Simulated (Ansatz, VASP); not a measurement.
## S in VASP and in Ansatz

File INCAR:

```
PREC = Accurate
ENCUT = 600
EDIFF = 1E-6
ISMEAR = 0
SIGMA = 0.1
LREAL = False
LASPH = True
NELM = 80
ALGO = Normal
ISIF = 3
LWAVE = False
LCHARG = False
GGA = PE
IBRION = 2
NSW = 90
EDIFFG = -0.04
```

KPOINTS

```
regular mesh
0
Gamma
  6 6 4
```

The input POSCAR:

```
S
1.0
    3.2464329000      0.0000000000      0.0000000000
   -1.6232164500      2.8114933600      0.0000000000
    0.0000000000      0.0000000000      6.6718585600
S
2
Direct
    0.6666666700      0.3333333300      0.4308889100
    0.3333333300      0.6666666700      0.5691110900
```

Input for Ansatz:

```yaml
crystal:
  lattice:
    - [3.2464329, 0.0, 0.0]
    - [-1.62321645, 2.81149336, 0.0]
    - [0.0, 0.0, 6.67185856]
  atoms:
    - { symbol: S, position: [0.66666667, 0.33333333, 0.43088891] }
    - { symbol: S, position: [0.33333333, 0.66666667, 0.56911109] }
basis:
  ecutwfc: 420
kpoints:
  mp_grid: { grid: [6, 6, 4] }
hamiltonian:
  xc: pbe
scf:
  occupations: { method: gaussian, width: 0.1 }
  lower_state_search: "off"
output:
  forces: true
  stress: true
  eigenvalues: true
relax:
  adjacent_minimum: "off"
  f_tol: 0.04
  max_steps: 70
  cell: { stress_tol: 0.4 }
```

Alike in both runs: task relaxation of cell and atoms; functional PBE; k mesh 6 × 6 × 4; occupations gaussian, width 0.1 eV; no spin polarisation.

```csv
,VASP,Ansatz
version,VASP 6.6.1,Ansatz 0.2.0
potentials or method,"VASP PAW PBE potentials, release 64 (S)","scalar-relativistic, plane waves, PAW"
plane-wave cutoff (eV),600,420
valence electrons in the cell,12,12
```

VASP gave:

```
gap on the k mesh at the Fermi level, each at its own relaxed structure (eV) : none
relaxed volume (Å³/atom)                                                     : 40.58
relaxed cell length with the largest relative difference (Å)                 : 6.181
energy change over the relaxation (meV/atom)                                 : -802
```

What did Ansatz give for the same quantities?

gap on the k mesh at the Fermi level, each at its own relaxed structure (eV): none; relaxed volume (Å³/atom): 42.84; relaxed cell length with the largest relative difference (Å): 6.543; energy change over the relaxation (meV/atom): -811.

A gap of «none» marks a metal or a gap that the smearing closes. One of these differences is far larger than is usual between the two programs; its cause wasn't traced.

Caveats: the k mesh is coarse (spacing up to 0.37 Å⁻¹), so the values aren't converged; the volume moved by over 15 % at a fixed basis, so the end points are rough (VASP).
